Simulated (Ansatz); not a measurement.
**Cd: which structure wins at one pressure**

Aim: bring Cd in several structures (fcc, bcc, hcp, sc, beta tin, simple hexagonal) to one pressure and rank them by enthalpy. The pressure is set by scaling the first phase. The runs shown use LAPW. Companion runs by PAW are cited.

Method: DFT, PBE, all-electron LAPW, scalar-relativistic, in Ansatz 0.2.0.

### 1 The system as given

Symmetry: Fm-3m, No. 225, cubic system. The conventional cell has a = 3.823 Å, b = 3.823 Å, c = 3.823 Å, α = 90.00°, β = 90.00°, γ = 90.00°. Cd (site symmetry m-3m) is surrounded by 12 Cd at 2.70 Å.

Coordinates:

```
Cd
1.0
     0.00000    1.91160    1.91160
     1.91160    0.00000    1.91160
     1.91160    1.91160    0.00000
Cd
1
Direct
  0.00000 0.00000 0.00000
```

### 2 Fcc relaxed under pressure, LAPW

input.yaml

```yaml
crystal:
  lattice:
    - [0.0, 1.9116002385, 1.9116002385]
    - [1.9116002385, 0.0, 1.9116002385]
    - [1.9116002385, 1.9116002385, 0.0]
  atoms:
    - { symbol: Cd, position: [0.0, 0.0, 0.0] }
kpoints:
  mp_grid: { grid: [17, 17, 17] }
scf:
  occupations: { method: fermi_dirac, width: 0.05 }
hamiltonian:
  xc: pbe
  pseudopotentials: { kind: all_electron, lapw: { basis_error: 0.0005 } }
output:
  forces: true
  stress: true
  eigenvalues: true
relax:
  f_tol: 0.005
  max_steps: 12
  cell: { p_target: 84.0, stress_tol: 0.042 }
```

Launch:

```sh
ansatz run input.yaml --threads 1 --pin off --max-ram 3584MiB --backend cpu --events-out ev --progress --plain --runs-dir out
```

The runs that follow: Bcc relaxed under pressure, LAPW; Hcp relaxed under pressure, LAPW; Sc relaxed under pressure, LAPW; Beta tin relaxed under pressure, LAPW; Simple hexagonal relaxed under pressure, LAPW.

Q: Predict the outcome of this session. Wanted: pressure; lowest (for each run or level that gives them).

**Answer**, as computed:

```
     quantity                         value
     pressure                        84 GPa
lowest (LAPW)  hcp, 50.4 meV/atom under fcc
 lowest (PAW)  hcp, 50.3 meV/atom under fcc
```

What this shows: By LAPW the order is hcp < fcc < bcc < simple hexagonal < beta tin < sc. By PAW the order is hcp < fcc < bcc < simple hexagonal < beta tin < sc. The methods agree on the lowest phase. Only these structures were tried, with electrons smeared by 0.05 eV and without vibrations, so the true ground state may be another. The k meshes differ between phases and weren't tested, which can move differences by some meV.
